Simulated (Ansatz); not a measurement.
# NaF (CsCl type): maximally localised Wannier functions

Where do the localised orbitals of NaF (CsCl type) sit, how far are they spread, and how do the settings change that? The runs, in order: PBE, anion s p, 6×6×6; PBE, anion s p, 4×4×4; PBE, anion s p, 8×8×8; PBE, anion p, 6×6×6; PBE, cation s and anion p, disentangled, 6×6×6; r2SCAN, anion s p, 6×6×6; r2SCAN, anion p, 6×6×6; r2SCAN, cation s and anion p, disentangled, 6×6×6; HSE06, anion s p, 6×6×6; HSE06, cation s and anion p, disentangled, 6×6×6 (level, trial orbitals, Wannier mesh).

Program: Ansatz 0.2.0. Level of theory: plane waves, PAW. These are calculated values, not measurements.

2 further runs of the same task are left out: 2 that didn't finish.

### 1 The starting structure

The structure is cubic, space group Pm-3m (No. 221). The conventional cell has a = 2.793 Å, b = 2.793 Å, c = 2.793 Å, α = 90.00°, β = 90.00°, γ = 90.00°. Na (site symmetry m-3m) has 8 F at 2.42 Å as nearest neighbours. Around F (site symmetry m-3m) lie 8 Na at 2.42 Å.

Structure file:

```cif
data_structure
_symmetry_space_group_name_H-M 'P 1'
_symmetry_Int_Tables_number 1
_cell_length_a 2.7935
_cell_length_b 2.7935
_cell_length_c 2.7935
_cell_angle_alpha 90.000
_cell_angle_beta 90.000
_cell_angle_gamma 90.000
_cell_volume 21.80
loop_
_atom_site_label
_atom_site_type_symbol
_atom_site_fract_x
_atom_site_fract_y
_atom_site_fract_z
_atom_site_occupancy
Na1 Na 0.00000 0.00000 0.00000 1
F1 F 0.50000 0.50000 0.50000 1
```

The cell was relaxed beforehand with r2SCAN; those runs aren't shown.

### 2 PBE, anion s p, 6×6×6

The input, input.yaml:

```yaml
crystal:
  lattice:
    - [2.7934851994, 0.0, 0.0]
    - [0.0, 2.7934851994, 0.0]
    - [0.0, 0.0, 2.7934851994]
  atoms:
    - { symbol: Na, position: [0.0, 0.0, 0.0] }
    - { symbol: F, position: [0.5, 0.5, 0.5] }
kpoints:
  mp_grid: { grid: [8, 8, 8] }
  band_path:
    path:
      - [[0.0, 0.0, 0.0], [4.323858788706e-51, 0.5, 2.475637161305e-71], [0.5, 0.5, -4.596241628745e-35], [0.0, 0.0, 0.0], [0.5, 0.5, 0.5], [4.323858788706e-51, 0.5, 2.475637161305e-71]]
      - [[0.5, 0.5, 0.5], [0.5, 0.5, -4.596241628745e-35]]
    npoints: 10
hamiltonian:
  xc: pbe
scf:
  occupations: { method: fixed }
  n_extra_bands: 6
output:
  forces: false
  stress: false
  eigenvalues: true
  wannier:
    kmesh: [6, 6, 6]
    projections: [{ species: F, l: s, shell: 2 }, { species: F, l: p, shell: 2 }]
    minimise: true
    write_hr: true
    conv_tol: 1.0e-08
    max_iter: 3000
  write_density: true
  write_potential: true
  elf: true
  volumetric_format: npy
```

The run is started by

```console
ansatz run input.yaml --threads 4 --pin off --max-ram 3686MiB --backend cpu --events-out ev --progress --plain --runs-dir out
```

Further steps of the session: PBE, anion s p, 4×4×4; PBE, anion s p, 8×8×8; PBE, anion p, 6×6×6; PBE, cation s and anion p, disentangled, 6×6×6; r2SCAN, anion s p, 6×6×6; r2SCAN, anion p, 6×6×6; r2SCAN, cation s and anion p, disentangled, 6×6×6; HSE06, anion s p, 6×6×6; HSE06, cation s and anion p, disentangled, 6×6×6.

Before running them: what should the planned runs give, taken together? Wanted: total spread, PBE, anion s p, 6×6×6; total spread, PBE, anion s p, 4×4×4; total spread, PBE, anion s p, 8×8×8; total spread, PBE, anion p, 6×6×6; total spread, PBE, cation s and anion p, disentangled, 6×6×6; total spread, r2SCAN, anion s p, 6×6×6; total spread, r2SCAN, anion p, 6×6×6; total spread, r2SCAN, cation s and anion p, disentangled, 6×6×6; total spread, HSE06, anion s p, 6×6×6.

The runs gave:

```
                                                       quantity                         value
                            total spread, PBE, anion s p, 6×6×6      3.10 Å² over 4 functions
                            total spread, PBE, anion s p, 4×4×4      2.91 Å² over 4 functions
                            total spread, PBE, anion s p, 8×8×8      3.17 Å² over 4 functions
                              total spread, PBE, anion p, 6×6×6      1.81 Å² over 3 functions
   total spread, PBE, cation s and anion p, disentangled, 6×6×6      3.25 Å² over 4 functions
                         total spread, r2SCAN, anion s p, 6×6×6      2.49 Å² over 4 functions
                           total spread, r2SCAN, anion p, 6×6×6      1.76 Å² over 3 functions
total spread, r2SCAN, cation s and anion p, disentangled, 6×6×6      3.36 Å² over 4 functions
                          total spread, HSE06, anion s p, 6×6×6      2.43 Å² over 4 functions
 total spread, HSE06, cation s and anion p, disentangled, 6×6×6      3.36 Å² over 4 functions
                                       centres of the first set  0.28 Å from the nearest atom
```

With PBE, anion s p, 6×6×6 the 4 functions move off the atoms, with a mean spread of 0.77 Å²; 90 % of the total is gauge invariant. The total spread goes from 2.91 Å² on 4×4×4 to 3.17 Å² on 8×8×8: finite differences in k understate it on coarse meshes, while the largest miss of a band goes from 0.07 to 0.03 eV. On one set and mesh the functional gives 3.10 (PBE), 2.49 (r2SCAN), 2.43 (HSE06) Å². The disentangled models miss some band by up to 1.7 eV, which may lie outside their frozen windows.
